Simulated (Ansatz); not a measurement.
# Co (P6_3/mmc) in Ansatz: reference runs, part 2 of 2

Ansatz 0.2.0.

## 3. Single point, PBEsol, collinear spin, ferromagnetic start (atoms moved at random, drawn with an rms of 0.05 Å)

input.yaml

```yaml
crystal:
  lattice:
    - [2.4705617809, 0.0, 0.0]
    - [-1.2352808905, 2.1395692639, 0.0]
    - [0.0, 0.0, 8.0882338]
  atoms:
    - { symbol: Co, position: [0.666292, 0.326734, 0.742874], spin: 2.0 }
    - { symbol: Co, position: [-0.01058, 0.002001, 0.496243], spin: 2.0 }
    - { symbol: Co, position: [0.347506, 0.695356, 0.254161], spin: 2.0 }
    - { symbol: Co, position: [0.016481, -0.001814, -0.006647], spin: 2.0 }
kpoints:
  mp_grid: { grid: [12, 12, 4] }
scf:
  occupations: { method: fermi_dirac, width: 0.05 }
hamiltonian:
  xc: pbesol
  pseudopotentials: { kind: all_electron, lapw: { basis_error: 0.001 } }
magnetization:
  spin_polarized: true
output:
  forces: true
  stress: true
  eigenvalues: true
  populations: true
```

Potentials or basis: all-electron LAPW, scalar-relativistic.

Command:

```
ansatz run input.yaml --threads 4 --pin off --max-ram 12288MiB --backend cpu --events-out ev --progress --plain --runs-dir out
```

Output:

```text
Warning: RAYON_NUM_THREADS=4 ignored (pool sized by the plan → 4); use --threads N
Co: projections on atomic orbitals take those of the free atom 1s2 2s2 2p6 3s2 3p6 3d7 4s2, of charge +0.00 (hamiltonian.pseudopotentials.projection_atoms)
LAPW: plane waves up to 9.421 Å⁻¹, error target 1.0e-3 eV per atom; small_component_spin mean_spin; Co in spheres of 1.196 Å, 17 of its electrons in bands, Dirac shells [] (how accurate: hamiltonian.pseudopotentials.lapw.basis_error, Limitations)
Engine: ansatz 0.2.0, aarch64-unknown-linux-gnu
Pseudopotentials: kind: all_electron
Pseudopotential: Co, LAPW, valence charge 17, lapw/all_electron/scalar/gaussian/Co, Koelling and Harmon's equation, gaussian nucleus
Functional definition: PBEsol
  exchange = pbesol_x
  correlation = pbesol_c
Crystal: 4 atoms, lattice volume = 42.754 Å³
Basis set: ecut = 338.16734037908776 eV, 613 PW (Γ), exchange–correlation at level 2
Bands: 46, of which v1, the nominal top of the filled ones, is band 34 counted from 1 (33 counted from 0)
Symmetry: 1 space group operations
Space group: P1 (ITA 1), of the structure as read, at distance tolerance 3.5e-5 Å
Magnetic group: BNS 1.1 (UNI 1), of the structure as read, at distance tolerance 3.5e-5 Å
k-points: 292 of 576 (time reversal used)
Non-local potential: Co, projectors of the file, none
Initial density: superposition of atomic densities (chi_scale 0.1, normalization cell)
Starting moments: Σ|m| = 8 μB on 4 of 4 sites
Initial wavefunctions: plane waves of lowest kinetic energy (no species holds an atomic orbital)
Functional: x = pbesol(κ = 0.804, μ = 0.12345679012345678), c = pbesol(β = 0.046)
iter 1 solved again at ethr=2.59e-4 eV; its pass at ethr=1.00e-1 eV (dr2=1.76e-1 eV) is discarded
SCF iter   1: F=—  HF=-151537.377201 eV  |F-HF|=—  |Δ(HF+E_count)|=         —  Δρ=1.76e-2 (↑1.64e-2 ↓1.76e-2)  dr2=1.77e-1  dr2_m=9.89e-2  M=6.668 μB ∫|m|=6.875 μB  β_m=0.30  ethr=2.59e-4  ⟨swp⟩=2.8  Hψ=193395  notcnv=0
Mixer restart at iter 1: flushing history
preconditioner: auto → Kerker (q_TF=auto, 2.948 Å⁻¹)  [metal: Δε(μ)=0.002 eV  Ē_g=9.710 eV  σ=0.050 eV  W_gap=0.01  n_scr=12 (ndim 8)  ℏωp=34.1 eV  f_vac=0.000  D(μ)=3.90/eV (n_scr^D=52)]
spin=Collinear: Kerker preconditioning applied to the charge; magnetization (m = ρ↑ − ρ↓) channel mixes plain (no charge-response kernel on spin).
SCF iter   2: F=—  HF=-151537.502542 eV  |F-HF|=—  |Δ(HF+E_count)|=   1.25e-1  Δρ=1.26e-2 (↑1.16e-2 ↓1.26e-2)  dr2=9.52e-2  dr2_m=5.07e-2  M=6.643 μB ∫|m|=6.917 μB  β_m=0.41  ethr=2.59e-4  ⟨swp⟩=2.0  Hψ=75958  notcnv=0
SCF iter   3: F=—  HF=-151537.596800 eV  |F-HF|=—  |Δ(HF+E_count)|=   9.43e-2  Δρ=6.76e-3 (↑5.72e-3 ↓6.76e-3)  dr2=5.99e-2  dr2_m=1.18e-2  M=6.605 μB ∫|m|=6.986 μB  β_m=0.45  ethr=1.40e-4  ⟨swp⟩=2.0  Hψ=78793  notcnv=0
iter 4 solved again at ethr=6.78e-6 eV; its pass at ethr=8.81e-5 eV (dr2=4.61e-3 eV) is discarded
SCF iter   4: F=—  HF=-151537.637550 eV  |F-HF|=—  |Δ(HF+E_count)|=   4.07e-2  Δρ=2.07e-3 (↑1.39e-3 ↓2.07e-3)  dr2=4.60e-3  dr2_m=5.89e-4  M=6.579 μB ∫|m|=7.063 μB  β_m=0.73  ethr=6.78e-6  ⟨swp⟩=2.0  Hψ=129826  notcnv=0
SCF iter   5: F=—  HF=-151537.643868 eV  |F-HF|=—  |Δ(HF+E_count)|=         —  Δρ=2.13e-3 (↑1.15e-3 ↓2.13e-3)  dr2=3.57e-2  dr2_m=2.27e-4  M=6.586 μB ∫|m|=7.097 μB  β_m=0.73  ethr=6.77e-6  ⟨swp⟩=2.0  Hψ=74140  notcnv=0
the basis was enlarged: its passes take 1.3 MiB over the memory plan, 4 of 4 planned eigensolver slots
SCF iter   6: F=—  HF=-151537.641490 eV  |F-HF|=—  |Δ(HF+E_count)|=   2.38e-3  Δρ=3.46e-4 (↑1.63e-4 ↓3.46e-4)  dr2=1.29e-4  dr2_m=1.18e-5  M=6.590 μB ∫|m|=7.126 μB  β_m=0.85  ethr=6.77e-6  ⟨swp⟩=2.0  Hψ=74118  notcnv=0
SCF iter   7: F=—  HF=-151537.641501 eV  |F-HF|=—  |Δ(HF+E_count)|=   1.02e-5  Δρ=1.34e-4 (↑5.15e-5 ↓1.34e-4)  dr2=4.15e-5  dr2_m=1.19e-6  M=6.591 μB ∫|m|=7.131 μB  β_m=0.63  ethr=1.90e-7  ⟨swp⟩=2.0  Hψ=74115  notcnv=0
SCF iter   8: F=—  HF=-151537.641496 eV  |F-HF|=—  |Δ(HF+E_count)|=   4.44e-6  Δρ=7.23e-5 (↑4.02e-5 ↓7.23e-5)  dr2=1.25e-5  dr2_m=2.97e-7  M=6.591 μB ∫|m|=7.131 μB  β_m=0.58  ethr=6.10e-8  ⟨swp⟩=2.0  Hψ=74114  notcnv=0
SCF iter   9: F=—  HF=-151537.641495 eV  |F-HF|=—  |Δ(HF+E_count)|=   9.92e-7  Δρ=2.79e-5 (↑2.09e-5 ↓2.79e-5)  dr2=3.28e-6  dr2_m=1.68e-8  M=6.591 μB ∫|m|=7.130 μB  β_m=0.69  ethr=1.83e-8  ⟨swp⟩=2.0  Hψ=74114  notcnv=0
SCF iter  10: F=—  HF=-151537.641495 eV  |F-HF|=—  |Δ(HF+E_count)|=   1.81e-7  Δρ=1.38e-5 (↑1.05e-5 ↓1.38e-5)  dr2=1.12e-6  dr2_m=4.95e-9  M=6.591 μB ∫|m|=7.130 μB  β_m=0.55  ethr=4.83e-9  ⟨swp⟩=2.0  Hψ=74114  notcnv=0
SCF iter  11: F=—  HF=-151537.641495 eV  |F-HF|=—  |Δ(HF+E_count)|=   8.15e-8  Δρ=7.54e-6 (↑7.54e-6 ↓7.03e-6)  dr2=2.06e-7  dr2_m=4.86e-9  M=6.591 μB ∫|m|=7.130 μB  β_m=0.63  ethr=1.65e-9  ⟨swp⟩=2.0  Hψ=74114  notcnv=0
SCF iter  12: F=—  HF=-151537.641495 eV  |F-HF|=—  |Δ(HF+E_count)|=   1.20e-8  Δρ=3.69e-6 (↑2.77e-6 ↓3.69e-6)  dr2=2.85e-8  dr2_m=1.68e-9  M=6.591 μB ∫|m|=7.130 μB  β_m=0.69  ethr=3.03e-10  ⟨swp⟩=2.0  Hψ=74114  notcnv=0
SCF iter  13: F=—  HF=-151537.641495 eV  |F-HF|=—  |Δ(HF+E_count)|=   6.75e-9  Δρ=1.50e-6 (↑1.17e-6 ↓1.50e-6)  dr2=4.88e-9  dr2_m=1.60e-10  M=6.591 μB ∫|m|=7.130 μB  β_m=0.52  ethr=4.19e-11  ⟨swp⟩=2.0  Hψ=74114  notcnv=0
SCF iter  14: F=—  HF=-151537.641495 eV  |F-HF|=—  |Δ(HF+E_count)|=   1.09e-8  Δρ=1.50e-6 (↑6.30e-7 ↓1.50e-6)  dr2=9.63e-9  dr2_m=1.06e-10  M=6.591 μB ∫|m|=7.130 μB  β_m=0.45  ethr=7.17e-12  ⟨swp⟩=2.2  Hψ=74306  notcnv=0
SCF iter  15: F=-151537.641495 eV  HF=-151537.641495 eV  |F-HF|=1.73e-8  |Δ(HF+E_count)|=  5.82e-11  Δρ=1.49e-6 (↑3.79e-7 ↓1.49e-6)  dr2=1.11e-8  dr2_m=1.33e-10  M=6.591 μB ∫|m|=7.130 μB  ethr=7.17e-12  ⟨swp⟩=2.0  Hψ=74114  notcnv=0
SCF 1 converged in 15 iterations: F = -151537.641495 eV  dr2 = 1.11e-8
SCF converged after 15 iterations
Magnetization: 6.5912 μB (37.2956 up, 30.7044 down)
Absolute magnetization: 7.1304 μB (∫|ρ↑−ρ↓|)
Spin contamination: 0.0952 ħ² per cell (⟨S²⟩ above its minimum at these occupations)
Per-site moments (μB) at R_I (Å): [(1.7012244687541695, 1.1959679157446648), (1.6728124394073998, 1.1959679157446648), (1.719970243301594, 1.1959679157446648), (1.7160800509845924, 1.1959679157446648)]
Free energy (F): -151537.641495 eV
Harris-Foulkes:  -151537.641495 eV  (|F-HF|=1.73e-8)
Internal energy: -151537.608344 eV  (E = F + TS)
E sigma→0 (E₀):  -151537.624920 eV
Entropy (-TS):   -0.033151 eV (-8.288 meV/atom)
Fermi energy:    19.310372 eV
--- Per-component energies (eV) ---
  E_band       = -933.606027
  E_kinetic    = 153770.804175
  E_xc         = -6363.705561
  E_electrostatic = -298944.706958  (all electrons and nuclei)
  E_smearing   = -0.033151  (= −TS)
  E_closure    = 0.000000  (closes the sum)
  E_atoms      = -151501.757459  (free atoms, spherical and without spin; not in F)
  Σ components = -151537.641495   (vs F -151537.641495, Δ=0.00e0)
  Basis errors (estimates in eV, not in F): energy 2.3e-4 per atom: plane waves 2.2e-4 (1.1e-4 summed), levels above the bands 1.8e-103, relativity 1.1e-8, radial functions 1.6e-5, core shells 3.2e-9; eigenvalues (radial functions only) 5.4e-7; not estimated: angular momenta, meshes, grids; target (lapw.basis_error) 1.0e-3; muffin-tin radii Co 1.196 Å
--- Forces (eV/Å), atoms counted from 1 ---
  atom   1  Co     0.00289923     0.05452772     0.37614273
  atom   2  Co     0.10319667     0.05149144     0.07605336
  atom   3  Co    -0.00189222    -0.14381221    -0.66887654
  atom   4  Co    -0.10420330     0.03779314     0.21668079
  max |Σ_I F_I| component: 3.72e-7 eV/Å
--- Stress (GPa, compression-positive) ---
       -3.397861      -0.010633      -0.017250
       -0.010633      -5.069235       0.279423
       -0.017250       0.279423      -7.362131
  P = ⅓ Tr σ = -5.2764 GPa (-52.764 kbar)
--- Band table (eV; the first three rows and the last of 584) ---
  k-point 0 ↑: bands = ["-76.5461", "-76.5186", "-76.4922", "-76.4730", "-40.0982", "-39.9587", "-39.8842", "-39.7829", "-39.7809", "-39.7593", "-39.7561", "-39.7479", "-39.7425", "-39.7355", "-39.7262", "-39.7196", "10.0718", "12.2687", "12.3610", "13.9472", "16.1251", "16.2814", "16.4746", "16.4769", "16.5096", "16.5381", "16.5714", "16.7810", "16.7908", "16.8505", "16.8676", "17.4475", "17.5317", "17.7966", "17.8237", "18.1248", "18.1555", "18.4912", "18.5942", "18.8752", "25.4519", "33.7376", "34.1829", "40.9745", "41.5756", "42.4855"]
  k-point 1 ↑: bands = ["-76.5451", "-76.5212", "-76.4887", "-76.4747", "-40.0868", "-39.9946", "-39.8482", "-39.7825", "-39.7799", "-39.7629", "-39.7604", "-39.7492", "-39.7445", "-39.7350", "-39.7269", "-39.7210", "10.2265", "11.4221", "13.1733", "13.9067", "16.2121", "16.4476", "16.4933", "16.4991", "16.5276", "16.5673", "16.5755", "16.7354", "16.7476", "16.8082", "16.8259", "17.5059", "17.5833", "17.7501", "17.7815", "18.1895", "18.2212", "18.2993", "18.4533", "18.5464", "26.3407", "31.0701", "36.9850", "41.0596", "41.4603", "42.2296"]
  k-point 2 ↑: bands = ["-76.5441", "-76.5237", "-76.4844", "-76.4775", "-40.0654", "-40.0309", "-39.8120", "-39.7830", "-39.7785", "-39.7769", "-39.7631", "-39.7568", "-39.7429", "-39.7313", "-39.7277", "-39.7233", "10.6057", "10.7797", "13.6879", "13.7307", "16.3025", "16.4424", "16.5268", "16.5323", "16.6153", "16.6221", "16.6696", "16.6828", "16.7546", "16.7697", "17.1488", "17.3063", "17.6168", "17.6440", "17.6677", "17.7177", "18.2648", "18.3378", "18.3914", "18.4592", "28.1453", "28.7322", "39.6807", "40.2320", "41.2235", "41.4221"]
  k-point 291 ↓: bands = ["-74.4203", "-74.3976", "-74.3941", "-74.3646", "-38.0860", "-38.0530", "-38.0372", "-38.0118", "-37.8708", "-37.8602", "-37.8461", "-37.8118", "-37.8049", "-37.7826", "-37.7709", "-37.7564", "15.1293", "15.2522", "15.2957", "15.4433", "16.0287", "16.1778", "17.3998", "17.5442", "18.3325", "18.3799", "18.4386", "18.5827", "18.9887", "19.1003", "20.1018", "20.2178", "20.5331", "20.5810", "20.6791", "20.6840", "21.6285", "21.7232", "22.7215", "22.8251", "27.3901", "27.6703", "29.3177", "29.3948", "34.4377", "34.4924"]
--- Löwdin populations: 4 sites ---
  site symbol       q [e]    m [muB]
     0     Co     26.7813     1.7055
     1     Co     26.7861     1.6819
     2     Co     26.7786     1.7228
     3     Co     26.7818     1.7189
  spilling = 0.008075 (of n_electrons = 108.000000)
```

Run time: 5 min. Hardware: 4 threads of Arm Neoverse V2, shared host; peak memory 2.8 GiB.

What came out:

| Quantity | Value |
| --- | --- |
| Free energy | -151537.6415 eV |
| Pressure | -5.3 GPa |
| Largest force | 0.684 eV/Å |
| Band gap on the k mesh | none (metal or under the smearing width) |
| Net moment | 6.59 μB per cell |
| Absolute moment | 7.13 μB per cell |
| Site moments | Co +1.70, +1.67, +1.72 μB |

Forces on the atoms (eV/Å):
```
Co   0.003  0.055  0.376
Co   0.103  0.051  0.076
Co  -0.002 -0.144 -0.669
Co  -0.104  0.038  0.217
```

Levels at points of the mesh, in eV from the Fermi level:
Spin up:
```
              k point  band 35  band 36  band 37  band 38  band 39  band 40
   (0.00, 0.00, 0.00)    -1.49    -1.19    -1.15    -0.82    -0.72    -0.44
  (0.00, 0.00, -0.50)    -1.64    -1.59    -1.05    -0.97    -0.92    -0.85
  (0.00, -0.50, 0.00)    -0.51    -0.50     0.06     1.34     2.46     3.18
 (0.00, -0.50, -0.50)    -0.55    -0.53     1.06     1.21     2.79     2.91
  (-0.50, 0.00, 0.00)    -0.52    -0.49     0.19     1.19     2.41     2.99
 (-0.50, 0.00, -0.50)    -0.54    -0.53     1.16     1.25     2.62     2.72
 (-0.50, -0.50, 0.00)    -0.52    -0.49     0.20     1.17     2.42     2.97
(-0.50, -0.50, -0.50)    -0.54    -0.53     1.14     1.26     2.61     2.71
```
Spin down:
| k point | band 28 | band 29 | band 30 | band 31 | band 32 | band 33 |
| --- | --- | --- | --- | --- | --- | --- |
| (0.00, 0.00, 0.00) | -0.85 | -0.85 | -0.80 | -0.78 | -0.39 | 0.01 |
| (0.00, 0.00, -0.50) | -1.01 | -1.00 | -0.98 | -0.89 | -0.88 | 0.18 |
| (0.00, -0.50, 0.00) | -0.15 | 0.01 | 0.39 | 1.21 | 1.23 | 1.26 |
| (0.00, -0.50, -0.50) | -0.75 | -0.26 | -0.14 | 0.79 | 0.91 | 1.24 |
| (-0.50, 0.00, 0.00) | -0.13 | 0.01 | 0.49 | 1.21 | 1.24 | 1.26 |
| (-0.50, 0.00, -0.50) | -0.73 | -0.31 | -0.21 | 0.78 | 0.91 | 1.22 |
| (-0.50, -0.50, 0.00) | -0.14 | 0.03 | 0.50 | 1.21 | 1.23 | 1.26 |
| (-0.50, -0.50, -0.50) | -0.73 | -0.32 | -0.21 | 0.79 | 0.91 | 1.22 |
